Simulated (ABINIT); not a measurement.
Crystal: W.

```
W
1.0
    -1.58234    1.58234    1.58234
     1.58234   -1.58234    1.58234
     1.58234    1.58234   -1.58234
W
1
Direct
  0.00000 0.00000 0.00000
```

Base run:

* Program: ABINIT 10.8.3 (patched build)
* Functional: r2SCAN
* Potentials or basis: JTH PAW LDA v2.0
* Cutoff: 490 eV
* k mesh: 12 × 12 × 12
* Occupations: fermi-dirac, width 0.05 eV
* Spin: no spin polarisation

Its results: band gap on the k mesh none (metal or under the smearing width); pressure 1.9 GPa.

Task: The run is repeated on the same cell with these changes: functional from r2SCAN to PBEsol; potentials or basis from JTH PAW LDA v2.0 to PseudoDojo NC SR PBEsol v0.4 stringent; cutoff from 490 eV to 1007 eV. What comes out?

Result: Band gap on the k mesh none (metal or under the smearing width); pressure -2.8 GPa.

Caveats: spin-orbit coupling is left out, which moves the levels of the heavy elements; the PAW data sets were made with another functional, which shifts forces and pressure a little (some runs).
